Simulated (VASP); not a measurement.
# A VASP 6.6.1 single-point calculation on CdTe

INCAR

```
GGA = PE
LASPH = .TRUE.
ISIF = 2
ISMEAR = -1
IBRION = -1
LREAL = .FALSE.
NELMIN = 4
EDIFF = 1E-7
LWAVE = .FALSE.
NBANDS = 16
NSW = 0
PREC = High
SIGMA = 0.02
ENCUT = 600
LCHARG = .FALSE.
NELM = 83
```

KPOINTS

```
KPOINTS created by Atomic Simulation Environment
0
Gamma
6 6 6
0 0 0
```

POSCAR

```
Cd Te
 1.0000000000000000
     0.0000000000000000    3.4111533208000000    3.4111533208000000
     3.4111533208000000    0.0000000000000000    3.4111533208000000
     3.4111533208000000    3.4111533208000000    0.0000000000000000
 Cd  Te
   1   1
Cartesian
  0.0000000000000000  0.0000000000000000  0.0000000000000000
  1.7055766604000004  1.7055766604000004  1.7055766604000004
```

The recommended PBE PAW datasets give the neutral cell 18 valence electrons.

Command

```
mpirun -np 1 vasp_std
```

OSZICAR

```
N       E                     dE             d eps       ncg     rms          rms(c)
DAV:   1     0.102815611162E+03    0.10282E+03   -0.85316E+03   512   0.106E+03
DAV:   2    -0.104993788520E+01   -0.10387E+03   -0.97993E+02   592   0.240E+02
DAV:   3    -0.496279418151E+01   -0.39129E+01   -0.39065E+01   632   0.480E+01
DAV:   4    -0.500187106185E+01   -0.39077E-01   -0.39075E-01   768   0.408E+00
DAV:   5    -0.500198540912E+01   -0.11435E-03   -0.11435E-03   648   0.209E-01    0.412E+00
DAV:   6    -0.476366712159E+01    0.23832E+00   -0.39697E-01   568   0.659E+00    0.358E+00
DAV:   7    -0.474890800733E+01    0.14759E-01   -0.94248E-02   608   0.191E+00    0.147E+00
DAV:   8    -0.474993653299E+01   -0.10285E-02   -0.87484E-03   608   0.101E+00    0.390E-01
DAV:   9    -0.475034023069E+01   -0.40370E-03   -0.10636E-03   632   0.294E-01    0.778E-02
DAV:  10    -0.475039401712E+01   -0.53786E-04   -0.10028E-04   632   0.981E-02    0.521E-02
DAV:  11    -0.475044159415E+01   -0.47577E-04   -0.72169E-05   608   0.462E-02    0.273E-02
DAV:  12    -0.475044134894E+01    0.24521E-06   -0.28421E-06   688   0.123E-02    0.154E-02
DAV:  13    -0.475044159626E+01   -0.24732E-06   -0.89937E-07   616   0.450E-03    0.779E-03
DAV:  14    -0.475044179948E+01   -0.20322E-06   -0.38474E-07   656   0.308E-03    0.464E-03
DAV:  15    -0.475044186269E+01   -0.63206E-07   -0.22291E-08   472   0.102E-03
   1 F= -.47504419E+01 E0= -.47504409E+01  d E =-.189437E-05
```

From OUTCAR

```
k-points           NKPTS =     16   k-points in BZ     NKDIM =     16   number of bands    NBANDS=     16

   NELECT =      18.0000    total number of electrons

   dimension x,y,z NGX =    40 NGY =   40 NGZ =   40
   dimension x,y,z NGXF=    48 NGYF=   48 NGZF=   48

  energy-cutoff  :      600.00
  volume of cell :       79.38
      direct lattice vectors                 reciprocal lattice vectors
     0.000000000  3.411153321  3.411153321    -0.146577991  0.146577991  0.146577991
     3.411153321  0.000000000  3.411153321     0.146577991 -0.146577991  0.146577991
     3.411153321  3.411153321  0.000000000     0.146577991  0.146577991 -0.146577991

 k-points in reciprocal lattice and weights: KPOINTS created by Atomic Simulation Env
   0.00000000  0.00000000  0.00000000       0.005
   0.16666667  0.00000000  0.00000000       0.037
   0.33333333  0.00000000  0.00000000       0.037
   0.50000000  0.00000000  0.00000000       0.019
   0.16666667  0.16666667  0.00000000       0.028
   0.33333333  0.16666667  0.00000000       0.111
   0.50000000  0.16666667  0.00000000       0.111
  -0.33333333  0.16666667  0.00000000       0.111
   ...

 E-fermi :   1.2532

 k-point     1 :       0.0000    0.0000    0.0000
  band No.  band energies     occupation
      1      -9.3304      2.00000
      2      -6.7983      2.00000
      3      -6.7983      2.00000
      4      -6.7983      2.00000
      5      -6.6353      2.00000
      6      -6.6353      2.00000
      7       1.0817      1.99962
      8       1.0817      1.99962
      9       1.0817      1.99962
     10       1.4027      0.00113
     11       5.7464      0.00000
     12       5.7464      0.00000
     13       5.7465      0.00000
     14       8.3104      0.00000
     15      10.1600      0.00000
     16      10.1600      0.00000

 k-point     2 :       0.1667    0.0000    0.0000
  band No.  band energies     occupation
      1      -9.2626      2.00000
      2      -6.7868      2.00000
      3      -6.7868      2.00000
      4      -6.7314      2.00000
      5      -6.6357      2.00000
      6      -6.6357      2.00000
      7      -0.4812      2.00000
      8       0.9170      2.00000
      9       0.9170      2.00000
     10       2.5586      0.00000
     11       5.7286      0.00000
     12       6.0212      0.00000
     13       6.0212      0.00000
     14       9.2855      0.00000
     15       9.4485      0.00000
     16       9.4485      0.00000

 k-point     3 :       0.3333    0.0000    0.0000
  band No.  band energies     occupation
      1      -9.1283      2.00000
      2      -6.7667      2.00000
      3      -6.7667      2.00000
      4      -6.6331      2.00000
      5      -6.6331      2.00000
      6      -6.5370      2.00000
      7      -1.9387      2.00000
      8       0.6327      2.00000
      9       0.6327      2.00000
     10       2.7951      0.00000
     11       6.2933      0.00000
     12       6.2933      0.00000
     13       6.9033      0.00000
     14       9.1178      0.00000
     15       9.7623      0.00000
     16       9.7623      0.00000

 ...

  Total       -1.2564787     -1.2564787     -1.2564787      0.0000000      0.0000000      0.0000000
  in kB      -25.3589917    -25.3589917    -25.3589917      0.0000000      0.0000000      0.0000000
  external PRESSURE =     -25.3589917 kB  Pullay stress =       0.0000000 kB

 POSITION                                       TOTAL-FORCE (eV/Angst)
 -----------------------------------------------------------------------------------
      0.00000      0.00000      0.00000        -0.000000     -0.000000     -0.000000
      1.70558      1.70558      1.70558         0.000000      0.000000      0.000000
 -----------------------------------------------------------------------------------
    total drift:                               -0.000007     -0.000007     -0.000007

  FREE ENERGIE OF THE ION-ELECTRON SYSTEM (eV)
  ---------------------------------------------------
  free  energy   TOTEN  =        -4.7504418627 eV

  energy  without entropy=       -4.7504399683  energy(sigma->0) =       -4.75044092
```

It converged. Results: gap between bands v and c on the k mesh 0.32 eV; least direct gap on the k mesh 0.32 eV; pressure -2.5 GPa. Band v is the last that the valence electrons fill when counted band by band, and c is the next.

For comparison, a separate PBE run of the intended cell, on usual settings and not on those above, gives a gap of 0.32 eV on its mesh and a pressure of -2.5 GPa.

The run above took about 29 s on one core of a shared host (Intel Xeon Platinum 8488C) and held 0.17 GiB at most.
